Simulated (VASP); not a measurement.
A run of VASP 6.6.1:

File INCAR:

```
  PREC = Accurate
  ENCUT = 520
  EDIFF = 1E-6
  ISMEAR = 0
  SIGMA = 0.1
  LREAL = F
  LASPH = T
  NELM = 100
  ALGO = Normal
  ISIF = 2
  LWAVE = F
  LCHARG = F
  GGA = PE
  NBANDS = 18
```

Contents of KPOINTS:

```
Automatic mesh
0
Gamma
  8 8 6
```

POSCAR

```
ZnAu
1.0
    2.9617133686      0.0000000000      0.0000000000
    0.0000000000      2.9617133686      0.0000000000
    0.0000000000      0.0000000000      3.6980770046
Zn Au
1 1
Direct
    0.5000000000      0.5000000000      0.5000000000
    0.0000000000      0.0000000000      0.0000000000
```

Potentials or basis: VASP PAW PBE potentials, release 64 (Zn, Au).

Command:

```console
$ cat potpaw_PBE.64/Zn/POTCAR potpaw_PBE.64/Au/POTCAR > POTCAR
$ mpirun -np 1 vasp_std > vasp.out
```

Hardware: 1 thread of Intel(R) Xeon(R) Platinum 8259CL CPU @ 2.50GHz (Skylake/Cascade Lake) (shared host).

Question: How long does it take, and how much memory?

Answer: Wall time 16 s on 1 thread of Intel(R) Xeon(R) Platinum 8259CL CPU @ 2.50GHz (Skylake/Cascade Lake) (shared host), peak memory 0.17 GiB. Counts: scf iterations 12, k points 60.
